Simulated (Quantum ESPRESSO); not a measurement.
# MnS (Browneite): exchange couplings by hand from total energies

Aim: get Heisenberg couplings of MnS (Browneite) from the energies of collinear orders, with pencil and paper, and test them on an order left out of the fit.

Calculated with Quantum ESPRESSO 7.5; PBE with U = 4 eV on Mn d (ortho-atomic projectors); plane waves with GBRV 1.5 PBE potentials, no spin-orbit coupling.

### Step 1. The structure

Symmetry: F-43m, No. 216, cubic system. The conventional cell has a = 5.600 Å, b = 5.600 Å, c = 5.600 Å, α = 90.00°, β = 90.00°, γ = 90.00°. Nearest to Mn lie 4 S at 2.42 Å. Nearest to S lie 4 Mn at 2.42 Å. Farther neighbours and most contacts between anions are not listed.

The cell comes from the Crystallography Open Database.

### Step 2. The parallel order

All energies count from this run.

pw.in

```
&CONTROL
  calculation = 'scf'
  prefix = 'pwscf'
  outdir = './tmp'
  pseudo_dir = './pseudo'
  disk_io = 'nowf'
/
&SYSTEM
  ibrav = 0
  celldm(1) = 8
  nat = 2
  ntyp = 2
  ecutwfc = 40
  ecutrho = 280
  nbnd = 19
  occupations = 'smearing'
  smearing = 'fd'
  degauss = 0.00367493
  nspin = 2
  starting_magnetization(1) = 0.3
  starting_magnetization(2) = 0
/
&ELECTRONS
  conv_thr = 4d-09
  electron_maxstep = 150
  mixing_beta = 0.3
/
ATOMIC_SPECIES
Mn     54.9380 mn_pbe_v1.5.uspp.F.UPF
S      32.0600 s_pbe_v1.4.uspp.F.UPF
CELL_PARAMETERS alat
   0.0000000000000    0.6614041436190    0.6614041436190
   0.6614041436190    0.0000000000000    0.6614041436190
   0.6614041436190    0.6614041436190    0.0000000000000
ATOMIC_POSITIONS crystal
Mn      0.0000000000    0.0000000000    0.0000000000
S       0.2500000000    0.2500000000    0.2500000000
K_POINTS automatic
8 8 8 0 0 0
HUBBARD {ortho-atomic}
U Mn-3d 4.0000
```

The run is started by

```bash
$ OMP_NUM_THREADS=1 mpirun -n 4 pw.x -nk 4 -in pw.in > pw.out
```

The program printed:

```text
Program PWSCF v.7.5 starts
     [... lines left out ...]
     number of atoms/cell      =            2
     [... lines left out ...]
     number of electrons       =        21.00
     number of Kohn-Sham states=           19
     kinetic-energy cutoff     =      40.0000  Ry
     charge density cutoff     =     280.0000  Ry
     scf convergence threshold =      4.0E-09
     [... lines left out ...]
     24 Sym. Ops. (no inversion) found
     [... lines left out ...]
     number of k points=    29  Fermi-Dirac smearing, width (Ry)=  0.0037
     [... lines left out ...]
     iteration # 10     ecut=    40.00 Ry     beta= 0.30
     [... lines left out ...]
     Magnetic moment per site  (integrated on atomic sphere of radius R)
     atom   1 (R=0.236)  charge= 12.9056  magn=  4.3638
     atom   2 (R=0.236)  charge=  4.2534  magn=  0.0486
     [... lines left out ...]
     Tr[ns(  1)] (up, down, total) =   4.95751  0.26085  5.21835
     [... lines left out ...]
     the Fermi energy is     7.8006 ev
!    total energy              =    -235.32789003 Ry
     estimated scf accuracy    <          1.3E-09 Ry
     smearing contrib. (-TS)   =      -0.00000000 Ry
     [... lines left out ...]
     total magnetization       =     5.00 Bohr mag/cell
     absolute magnetization    =     5.00 Bohr mag/cell
     convergence has been achieved in  10 iterations
   JOB DONE.
```

Wall time 5.5 s (4 MPI ranks of Intel Xeon 6975P-C (Granite Rapids), shared host); peak memory 0.37 GiB; 21 s of CPU time.

Spin moment in the atom's sphere by atom:

| atom | spin moment in the atom's sphere (μB) |
| --- | --- |
| Mn1 | 4.36 |
| S2 | 0.05 |

Numbers from this step:

```
smearing term TS       : 3.59e-8 eV
magnetization          : 5 μB
absolute magnetization : 5 μB
final state            : ferromagnetic
```

### Step 3. The orders used for the fit

The other orders were run with the same settings, on meshes that hold the same points. Free energies are divided by the number of Mn atoms; q is in fractions of the reciprocal vectors of the first run's cell.

| order | atoms | mesh | free energy (eV) | eV per Mn | largest moment (μB) |
| --- | --- | --- | --- | --- | --- |
| F + | 2 | 8×8×8 | -3201.7991 | -3201.7991 | 4.36 |
| AF q=(0,1/2,1/2) +- | 4 | 8×4×8 | -6403.8053 | -3201.9026 | 4.29 |

### Step 4. Counting neighbours

With E = −Σ J e_i·e_j over ordered pairs of unit vectors, turning a neighbour from parallel to opposed costs 2J a Mn atom. So an order lies 2 Σ n J over the parallel one, n being the opposed neighbours in each shell.

| shell | distance (Å) | neighbours | opposed in AF q=(0,1/2,1/2) +- | opposed in AF q=(0,0,1/2) +- |
| --- | --- | --- | --- | --- |
| J1 | 3.96 | 12 | 8 | 6 |
| J2 | 5.60 | 6 | 0 | 6 |

Only J1 is kept, as an effective coupling that takes up all reversed shells.

### Step 5. Solving

```
2 × 8 × J1 = -103.6 meV    (AF q=(0,1/2,1/2) +-)
J1 = -6.48 meV
```

### Step 6. The test

The couplings now give the orders that were left out:

```
2 × 6 × (-6.48) = -77.8 meV    (AF q=(0,0,1/2) +-)
```

The runs themselves:

| order | atoms | mesh | free energy (eV) | eV per Mn | largest moment (μB) | over the parallel order (meV) | foretold (meV) |
| --- | --- | --- | --- | --- | --- | --- | --- |
| AF q=(0,0,1/2) +- | 4 | 8×8×4 | -6403.7578 | -3201.8789 | 4.31 | -79.8 | -77.8 |

### Step 7. What came out

| Item | Value |
| --- | --- |
| effective J1 (Mn–Mn at 3.96 Å) | -6.48 meV |
| largest miss on the orders left out | 2.0 meV |

In words: The model misses the order left out by 2.0 meV, 2.0 % of the largest energy difference, so it holds on this test. The largest moment changes by 1.6 % between the orders. Shells that were dropped are folded into the couplings or show in the miss.

[Logs and program files are shortened in this print: banners, set-up blocks, solver, clock and traceback lines can be left out without a mark of their own.]

[Logs are printed without paths, hosts, clocks, repeated set-up lines and the standing remarks that a program may print on its own settings, such as how far it seeks lower states.]

[Hosts, paths, dates, database ids (printed as entryN), source tags and the programs' standing remarks are cut or masked in the printed files.]

[Where a cell is said to come from a database of computed structures, the database is the Materials Project.]
